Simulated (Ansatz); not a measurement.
Crystal: GaAs.

```xyz
2
Lattice="3.6064 0.0000 0.0000 -1.8032 3.1232 0.0000 0.0000 0.0000 3.5732" Properties=species:S:1:pos:R:3 pbc="T T T"
Ga    0.0000    2.0822    1.7866
As    0.0000    0.0000    0.0000
```

The cell was built by a generator and needn't be a form met in nature.

- Program: Ansatz 0.2.0
- Task: relaxation of cell and atoms
- Functional: HF
- Potentials or basis: Ansatz PAW
- Cutoff: 420 eV (not typed: the program's choice for these potentials)
- k mesh: 5 × 5 × 4
- Occupations: fermi-dirac, width 0.05 eV
- Spin: no spin polarisation

At the start: volume 20.12 Å³/atom.

Q: Where does the relaxation end?

A: It ends after 5 steps and the volume is 21.04 Å³/atom (+4.5 %); space group P-6m2 (No. 187, to 0.05 Å).

The path:
| step | energy change (eV) | largest force (eV/Å) | volume (Å³) |
| --- | --- | --- | --- |
| 1 | 0.0000 | 0.0000 | 40.25 |
| 2 | -0.1337 | 0.0000 | 41.65 |
| 3 | -0.1382 | 0.0000 | 42.14 |
| 4 | -0.1389 | 0.0000 | 42.07 |
| 5 | -0.1411 | 0.0000 | 42.07 |

Final structure:
```yaml
crystal:
  lattice:
    - [3.75594, 0.00000, 0.00000]
    - [-1.87797, 3.25274, 0.00000]
    - [0.00000, 0.00000, 3.44391]
  atoms:
    - { symbol: Ga, position: [0.33333, 0.66667, 0.50000] }
    - { symbol: As, position: [0.00000, 0.00000, 0.00000] }
```

Caveat: the k mesh is coarse (spacing up to 0.44 Å⁻¹), so the values aren't converged, least of all with exact exchange; the plane-wave basis is chosen anew once the cell has moved, so the energies of steps on either side of that aren't comparable; the PAW data sets come from PBE, with cores solved anew for the run's functional, which leaves a small shift of forces and pressure.
